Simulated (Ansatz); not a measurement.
Understanding KCl from first principles

**What was measured.** A cell as deposited of cubic KCl (space group Fm-3m), temperature not stated, from the Crystallography Open Database (1969, doi:10.1177/000271625731300103), has a = 6.279 Å and 30.94 Å³/atom.

A printed reference work, monograph reports, for a bulk crystal of KCl: band gap 8.68 eV.

Level of theory: DFT, PBE, scalar-relativistic, no spin polarisation; plane waves to 420 eV with PAW datasets (Ansatz 0.2.0), Γ-centred 10×10×10 mesh, 0.05 eV Gaussian smearing. The datasets are Ansatz's generated set soft_2.

The chain of runs began from a measured cell (COD), expanded in volume.

The relaxed structure (symmetry read at 0.01 Å). Symmetry: Fm-3m, No. 225, cubic system. The conventional cell has a = 6.381 Å, b = 6.381 Å, c = 6.381 Å, α = 90.00°, β = 90.00°, γ = 90.00°. Around K (site symmetry m-3m) lie 6 Cl at 3.19 Å. Cl (site symmetry m-3m) has 6 K at 3.19 Å as nearest neighbours. (Shells end 15 % past the nearest neighbour.)

Results at this level of theory:

| Quantity | Value |
| --- | --- |
| Volume | 32.48 Å³/atom |
| Band gap | 5.05 eV |
| Smallest direct gap | 5.05 eV |
| Bader charges | K 0.84; Cl -0.84 e |
| Formation energy from the elements (0 K, uncorrected) | -2.00 eV/atom |
| Bulk modulus (Birch–Murnaghan) | 16.3 GPa |
| Pressure derivative B0′ | 4.8 |

Task: Should it be a metal or an insulator?

Result: Formal charges K⁺, Cl⁻ balance and leave closed shells on every ion, so a band insulator is expected, and the gap is 5.05 eV.

Task: What kind of gap is it?

Result: It is direct, 5.05 eV. Within 0.6 eV of the edges the projected states are 99 % Cl 3p at the top of the valence band and 81 % K 4s at the bottom of the conduction band. The lowest excitation takes an electron from Cl back to K, as in ionic insulators.

Shannon's ionic radii give a check on the bond lengths: K⁺ with 6 neighbours 1.38 Å + Cl⁻ 1.81 Å = 3.19 Å against a computed mean of 3.19 Å. Sums and bonds agree within 3 %, so ion sizes set the bond lengths.

Bader charges against formal ones: K +0.84 (+1), Cl −0.84 (−1). The cations give up 84 % of the formal charge; Bader charges stay under formal ones because the anions' density reaches into the cations' basins, though a share this high marks a strongly ionic bond.

Task: How stiff is it, in energy terms?

Result: B0·V0 = 16.3 GPa × 32.49 Å³ = 3.30 eV/atom sets the scale: near the minimum ΔE ≈ ½ B0 V0 x², with x = V/V0 − 1, and a pressure of 0.16 GPa squeezes the volume by about 1 %. At the ends of the curve: x = −4.0 % predicts 2.6 meV/atom and the run gives 2.9; x = +4.0 % predicts 2.6 meV/atom and the run gives 2.4. The lopsidedness is anharmonic: atoms resist being pushed together more than being pulled apart.

**Against experiment.** PBE gives 6.381 Å and 32.48 Å³/atom, +5.0 % in volume (+1.6 % in length) from the database's cell. PBE usually overestimates volumes by a few per cent. The static lattice also lacks zero-point motion and thermal expansion, roughly 2.4 to 5.9 % in volume at 300 K (room temperature assumed) by Grüneisen's rule, γ·3k_BT/(B0·V0) with γ of 1 to 2.5, so its own overestimate is larger than the figure. Against the measured gap of KCl, 8.68 eV (a printed reference work, monograph), the calculated 5.05 eV is off by -3.63 eV. Kohn–Sham gaps of semilocal functionals mostly fall below measured ones. Temperature and excitons aren't in the calculation.

Kohn–Sham gaps of semilocal functionals lie under measured ones, often by a third or more.
